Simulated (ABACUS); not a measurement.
# PbS (Cmcm) in ABACUS: band structure with r2SCAN

Aim: the band structure of PbS with r2SCAN.

Program: ABACUS 3.10.1. These are calculated values, not measurements. Logs are shortened: lines on timing, memory, paths and dates and some standing lists are left out, and cuts for length are marked.

### Step 1. Starting point

It takes space group Cmcm (No. 63, orthorhombic). The conventional cell has a = 4.160 Å, b = 11.983 Å, c = 4.279 Å, α = 90.00°, β = 90.00°, γ = 90.00°. Around Pb (site symmetry m2m) lie 5 S at 2.69 to 2.99 Å. Around S (site symmetry m2m) lie 5 Pb at 2.69 to 2.99 Å.

Measurements of this composition are mostly on another form, of space group No. 225.

### Step 2. Band structure, r2SCAN

Contents of INPUT:

```
INPUT_PARAMETERS
suffix              PbS
calculation         nscf
basis_type          pw
pseudo_dir          ./
symmetry            -1
dft_functional      MGGA_X_R2SCAN+MGGA_C_R2SCAN
ecutwfc             73.0
pseudo_rcut         7
nspin               1
nbands              30
ks_solver           dav
smearing_method     fd
smearing_sigma      0.00367493
scf_thr             1e-08
scf_nmax            100
mixing_type         broyden
mixing_beta         0.7
mixing_tau          1
init_chg            file
pw_diag_thr         1e-07
out_band            1
kpar                4
```

Contents of STRU:

```
ATOMIC_SPECIES
Pb 207.2000 Pb_ONCV_PBE-1.2.upf
S 32.0600 S_ONCV_PBE-1.2.upf

LATTICE_CONSTANT
11.9847737919

LATTICE_VECTORS
0.3279612126 -0.9446911892 0.0000000000
0.3279612126 0.9446911892 0.0000000000
0.0000000000 0.0000000000 0.6747515403

ATOMIC_POSITIONS
Cartesian

Pb
0.0
2
0.3279612126 0.6980070965 0.1686878851 1 1 1
0.3279612126 -0.6980070965 0.5060636552 1 1 1

S
0.0
2
0.3279612126 0.2743438195 0.1686878851 1 1 1
0.3279612126 -0.2743438195 0.5060636552 1 1 1
```

Contents of KPT:

```
K_POINTS
14
Line
0.00000000 0.00000000 0.00000000 10 // G
0.28013042 0.28013042 0.00000000 10 // X
0.00000000 0.50000000 0.00000000 10 // S
0.00000000 0.50000000 0.50000000 10 // R
0.28013042 0.28013042 0.50000000 10 // A
0.00000000 0.00000000 0.50000000 10 // Z
0.00000000 0.00000000 0.00000000 10 // G
-0.50000000 0.50000000 0.00000000 10 // Y
-0.28013042 0.71986958 0.00000000 10 // X1
-0.28013042 0.71986958 0.50000000 10 // A1
-0.50000000 0.50000000 0.50000000 10 // T
-0.50000000 0.50000000 0.00000000 1 // Y
0.00000000 0.00000000 0.50000000 10 // Z
-0.50000000 0.50000000 0.50000000 1 // T
```

Potentials or basis: SG15 ONCV 1.2 PBE, plane waves.

Launch:

```console
OMP_NUM_THREADS=1 mpirun -np 4 abacus > log
```

running log:

```text
ABACUS v3.10.1

               Atomic-orbital Based Ab-initio Computation at UStc

 ------------------------------------------------------------------------------------

 READING GENERAL INFORMATION
                           global_out_dir = OUT.PbS/
                           global_in_card = INPUT
                               pseudo_dir = ./
                              orbital_dir =
                                    DSIZE = 4
                                    GSIZE = 1

 READING UNITCELL INFORMATION
                                    ntype = 2
                  lattice constant (Bohr) = 11.9848
              lattice constant (Angstrom) = 6.34207

 READING ATOM TYPE 1
                               atom label = Pb
                      L=0, number of zeta = 1
                      L=1, number of zeta = 1
                      L=2, number of zeta = 1
             number of atom for this type = 2

 READING ATOM TYPE 2
                               atom label = S
                      L=0, number of zeta = 1
                      L=1, number of zeta = 1
                      L=2, number of zeta = 1
             number of atom for this type = 2

                        TOTAL ATOM NUMBER = 4
CARTESIAN COORDINATES ( UNIT =      11.984773791900 Bohr ).
    atom                   x                   y                   z     mag                  vx                  vy                  vz
tauc_Pb1            0.3279612126        0.6980070965        0.1686878851  0.0000        0.0000000000        0.0000000000        0.0000000000
tauc_Pb2            0.3279612126       -0.6980070965        0.5060636552  0.0000        0.0000000000        0.0000000000        0.0000000000
tauc_S1            0.3279612126        0.2743438195        0.1686878851  0.0000        0.0000000000        0.0000000000        0.0000000000
tauc_S2            0.3279612126       -0.2743438195        0.5060636552  0.0000        0.0000000000        0.0000000000        0.0000000000

                          Volume (Bohr^3) = 719.74
                             Volume (A^3) = 106.654

 Lattice vectors: (Cartesian coordinate: in unit of a_0)
            +0.327961           -0.944691                  +0
            +0.327961           +0.944691                  +0
                   +0                  +0           +0.674752
 Reciprocal vectors: (Cartesian coordinate: in unit of 2 pi/a_0)
             +1.52457           -0.529273                  +0
             +1.52457           +0.529273                  -0
                   -0                  -0            +1.48203
 The esolver type has been set to : ksdft_pw

                PAO radial cut off (Bohr) = 7

 Read in pseudopotential file is Pb_ONCV_PBE-1.2.upf
                     pseudopotential type = NC
          exchange-correlation functional = PBE
                 nonlocal core correction = 0
                        valence electrons = 14
                                     lmax = 3
                           number of zeta = 0
                     number of projectors = 8
                           L of projector = 0
                           L of projector = 0
                           L of projector = 1
                           L of projector = 1
                           L of projector = 2
                           L of projector = 2
                           L of projector = 3
                           L of projector = 3
 XC functional updated to : MGGA_X_R2SCAN+MGGA_C_R2SCAN
          exchange-correlation functional = MGGA_X_R2SCAN+MGGA_C_R2SCAN
                PAO radial cut off (Bohr) = 7

 Read in pseudopotential file is S_ONCV_PBE-1.2.upf
[... 69 lines left out ...]
       5  0.11205217  0.11205217  0.00000000  1.0000
       6  0.14006521  0.14006521  0.00000000  1.0000
[... 22 lines left out ...]
      29  0.00000000  0.50000000  0.40000000  1.0000
      30  0.00000000  0.50000000  0.45000000  1.0000
[... 92 further k points ...]

           k-point number in this process = 31
       minimum distributed K point number = 30

[... K-POINTS CARTESIAN COORDINATES: 31 rows ...]

[... K-POINTS DIRECT COORDINATES: 31 rows ...]

 SETUP PLANE WAVES FOR WAVE FUNCTIONS
     energy cutoff for wavefunc (unit:Ry) = 73
              fft grid for wave functions = [ 72, 72, 45 ]
                    number of plane waves = 9213
                         number of sticks = 587

 PARALLEL PW FOR WAVE FUNCTIONS
     PROC   COLUMNS(POT)             PW
        1            587           9213
 --------------- sum -------------------
        1            587           9213

 SETUP NONLOCAL PSEUDOPOTENTIALS IN PLANE WAVE BASIS
 Pb non-local projectors:
 projector 1 L=0
 projector 2 L=0
 projector 3 L=1
 projector 4 L=1
 projector 5 L=2
 projector 6 L=2
 projector 7 L=3
 projector 8 L=3
 S non-local projectors:
 projector 1 L=0
 projector 2 L=0
 projector 3 L=1
 projector 4 L=1
      TOTAL NUMBER OF NONLOCAL PROJECTORS = 80

 Init Non-Local PseudoPotential table :
 Init Non-Local-Pseudopotential done.

                                     npwx = 7600

 -------------------------------------------
 NONSELF-CONSISTENT
 -------------------------------------------
                                 init_chg = file
 try to read charge from file
 Read in the charge density: OUT.PbS//PbS-CHARGE-DENSITY.restart
 try to read kinetic energy density from file
 Read in the kinetic energy density: OUT.PbS//PbS-TAU-DENSITY.restart

 PW ALGORITHM --------------- ION=   1  ELEC=   1--------------------------------

 k(1/122) Iter steps (avg)=22 threshold=1e-07

 k(2/122) Iter steps (avg)=23 threshold=1e-07

 k(3/122) Iter steps (avg)=24 threshold=1e-07
 k(4/122) Iter steps (avg)=24 threshold=1e-07
 k(5/122) Iter steps (avg)=21 threshold=1e-07
 k(6/122) Iter steps (avg)=20 threshold=1e-07
 k(7/122) Iter steps (avg)=18 threshold=1e-07
 k(8/122) Iter steps (avg)=18 threshold=1e-07
 k(9/122) Iter steps (avg)=19 threshold=1e-07
 k(10/122) Iter steps (avg)=26 threshold=1e-07
 k(11/122) Iter steps (avg)=19 threshold=1e-07
 k(12/122) Iter steps (avg)=19 threshold=1e-07
[... 16 lines left out ...]
 k(28/122) Iter steps (avg)=18 threshold=1e-07
 k(29/122) Iter steps (avg)=16 threshold=1e-07
 k(30/122) Iter steps (avg)=18 threshold=1e-07
 k(31/122) Iter steps (avg)=17 threshold=1e-07
[... levels at 31 k points of this process ...]

 Density error is 0.00000000000
                          Error Threshold = 1.00000000000e-07
----------------------------------------------------------
     Energy           Rydberg                 eV
----------------------------------------------------------
 E_KohnSham     -265.5573680823      -3613.0933518028
 E_KS(sigma->0) -265.5573680786      -3613.0933517519
 E_Harris       -265.5573680823      -3613.0933518028
 E_band         -7.7595610888        -105.5742447862
 E_one_elec     -62.8360539628       -854.9283737290
 E_Hartree      52.0774999339        708.5507366954
 E_xc           -35.8282997912       -487.4690268127
 E_Ewald        -218.9705142547      -2979.2466878547
 E_entropy(-TS) -0.0000000075        -0.0000001018
 E_descf        0.0000000000         0.0000000000
 E_exx          0.0000000000         0.0000000000
 E_Fermi        0.6302962035         8.5756197956
----------------------------------------------------------

 charge density convergence is achieved
 final etot is -3613.0933518 eV
 EFERMI = 8.5756197956 eV

 STATE ENERGY(eV) AND OCCUPATIONS    NSPIN == 1
 1/31 kpoint (Cartesian) = 0.0000 0.0000 0.0000 (7577 pws)
       1       -8.29896      0.0163934
       2       -8.13704      0.0163934
       3       -8.12588      0.0163934
       4       -8.11746      0.0163934
       5       -8.08579      0.0163934
       6       -8.07095      0.0163934
[... 182 lines left out ...]
      29        16.9778    1.71476e-75
      30        17.1040    1.37354e-76

[... levels at 25 further k points ...]

 --------------------------------------------
 !FINAL_ETOT_IS -3613.093351802826 eV
 --------------------------------------------

 Output bands in file: OUT.PbS/BANDS_1.dat
```

Run time: 4.7 min. Hardware: 4 MPI ranks of Intel Xeon Platinum 8488C (Sapphire Rapids), shared host; peak memory 1.1 GiB.

Results:

- Band gap along the path: 1.39 eV, indirect (least direct gap 1.56 eV)

Levels at the corners of the path, in eV from the Fermi level:
```csv
point,band 18,band 19,band 20,band 21,band 22,band 23
Γ,-2.28,-2.11,-1.14,4.43,4.51,4.68
X,-1.80,-1.27,-0.96,1.31,1.41,1.69
S,-1.74,-1.08,-0.99,1.45,1.50,1.82
R,-3.74,-2.11,-2.11,3.13,3.13,4.99
A,-3.41,-2.13,-2.13,2.89,2.89,5.49
Z,-1.69,-0.79,-0.79,1.50,1.50,2.39
Γ,-2.28,-2.11,-1.14,4.43,4.51,4.68
Y,-2.50,-1.94,-1.11,0.73,4.10,4.73
X1,-1.80,-1.27,-0.96,1.31,1.41,1.69
A1,-3.41,-2.13,-2.13,2.89,2.89,5.49
T,-1.79,-1.09,-1.09,1.27,1.27,2.79
Y,-2.50,-1.94,-1.11,0.73,4.10,4.73
Z,-1.69,-0.79,-0.79,1.50,1.50,2.39
T,-1.79,-1.09,-1.09,1.27,1.27,2.79
```

Caveat: the density is read from an earlier self-consistent run, whose mesh may be coarse; the potentials were made for another functional, which shifts forces and pressure; spin-orbit coupling is left out, which moves the levels of the heavy elements.

### Step 3. The reference run

An earlier run on the cell as given: functional PBEsol; potentials or basis PseudoDojo NC SR 0.4.1 PBEsol standard; cutoff 857 eV; density cutoff 3429 eV; basis plane waves; k mesh 7 × 7 × 6; occupations fermi-dirac, width 0.05 eV; no spin polarisation.

* Pressure: -1.7 GPa
* Largest force: 0.054 eV/Å
* Band gap on the k mesh: 1.15 eV, indirect (least direct gap 1.33 eV)
